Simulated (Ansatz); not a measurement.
**InSb (F-43m), two-dimensional strain map**

These are results of Ansatz, DFT PBE, scalar-relativistic, plane waves, PAW, not measurements. Settings: plane waves to 420 eV, k-mesh 12×12×12 (Γ-centred), Gaussian smearing 0.15 eV. No spin polarisation. Energies are free energies at this smearing, counted from the undisturbed cell; pressure is positive in compression.

The starting cell (as given, not relaxed at this level; it stands at 3.1 GPa):

```
In Sb
1.0
     0.00000    3.23910    3.23910
     3.23910    0.00000    3.23910
     3.23910    3.23910    0.00000
In Sb
1 1
Cartesian
  0.0000 0.0000 0.0000
  4.8586 4.8586 4.8586
```

The cell is strained by p along both x and y and by q along z, fractional coordinates fixed. Points are written (p, q).

Energy above the undisturbed cell in meV/atom (a dash: not computed):

| p \ q | -0.030 | -0.015 | 0.000 | 0.015 | 0.030 |
| --- | --- | --- | --- | --- | --- |
| -0.030 | 107.2 | 82.7 | 62.2 | 45.6 | 32.8 |
| -0.015 | ? | 41.2 | 25.3 | 13.1 | 4.3 |
| 0.000 | 26.7 | ? | 0.0 | -8.4 | -13.6 |
| 0.015 | 3.9 | ? | -15.0 | ? | -22.0 |
| 0.030 | -8.7 | -16.2 | -20.8 | -22.7 | -21.9 |

Task: Fill in the withheld energies.

Result: (-0.015, -0.030): 60.7; (0.000, -0.015): 11.6; (0.015, -0.015): -7.1; (0.015, 0.015): -20.0.